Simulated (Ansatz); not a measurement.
**InSb: stationary points along a deformation path**

Level of theory: DFT PBE+D3(BJ), scalar-relativistic, plane waves, PAW (Ansatz 0.2.0). The runs took a 420 eV cutoff, a Γ-centred 14×14×14 mesh and Gaussian smearing (0.15 eV). No spin polarisation. Energies are free energies at this smearing, counted from the undisturbed cell; pressure is positive in compression.

The starting cell (as given, not relaxed at this level; it stands at -2.4 GPa; this CsCl-type form isn't the usual structure):

```xyz
2
Lattice="3.8077 0.0000 0.0000 0.0000 3.8077 0.0000 0.0000 0.0000 3.8077" Properties=species:S:1:pos:R:3 pbc="T T T"
In    0.0000    0.0000    0.0000
Sb    1.9038    1.9038    1.9038
```

At fixed volume and fractional coordinates, lengths along (0.577, 0.577, 0.577) are scaled against those across it; ρ is that ratio over its starting value. V = 27.602 Å³/atom. Δσ is the stress along the axis less the mean stress across it (compression positive).

| ρ | ΔE (meV/atom) | Δσ (GPa) | space group |
| --- | --- | --- | --- |
| 0.500 | 3920.0 | 175.48 | R-3m |
| 0.600 | 1487.4 | 77.88 | R-3m |
| 0.710 | 446.3 | 33.27 | R-3m |
| 0.850 | 64.3 | 7.84 | R-3m |
| 0.930 | 8.3 | 2.77 | R-3m |
| 1.000 | 0.0 | 0.00 | Pm-3m |
| 1.080 | 6.0 | -1.32 | R-3m |
| 1.200 | 26.1 | -1.82 | R-3m |
| 1.410 | 33.3 | 2.51 | R-3m |
| 1.700 | -55.5 | 3.30 | R-3m |
| 2.000 | -80.5 | 0.00 | Fm-3m |

Q: How does the stress give the slope of the energy, and where is the energy stationary?

A: Along the path d ln(length) is 2/3 d ln ρ on the axis and −1/3 d ln ρ across it, so dE/d ln ρ = −(2/3) V Δσ: the energy falls with ρ where Δσ is positive. Δσ vanishes or changes sign at ρ = 1.000 (Pm-3m), a minimum at 0.0 meV/atom; between ρ = 1.200 and 1.410, a maximum (near 1.28 by linear interpolation); at ρ = 2.000 (Fm-3m, an end of the scan), at -80.5 meV/atom. Pairs of stationary points between two samples would go unseen, and could change a minimum read from distant neighbours into a maximum. At ρ = 1.000, 2.000 the cell is cubic, where symmetry alone makes the stress isotropic and the slope zero.

Q: Which shear constant sets the curvature at ρ = 1?

A: For a cubic crystal E/V = (2/3) C (ln ρ)² with C = C44, so Δσ = −2C ln ρ. The parabola of Δσ against ln ρ through ρ = 0.930, 1 and 1.080 gives C ≈ 14.0 GPa with the ions clamped, rough because the steps are large. It is the stress–strain coefficient at this cell's pressure of -2.4 GPa, not the zero-pressure constant.

Q: Is the start the lowest point of the path?

A: No: ρ = 2.000 lies 80.5 meV/atom lower, behind a rise of at least 33.3 meV/atom. Volume and inner coordinates are held, so a relaxed structure there would lie lower still.

In a metal these slopes depend on the k mesh and the smearing.

Cost: 11 runs of about 2.4 core-minutes in all, on Intel Xeon Processor @ 2.70GHz (shared hosts).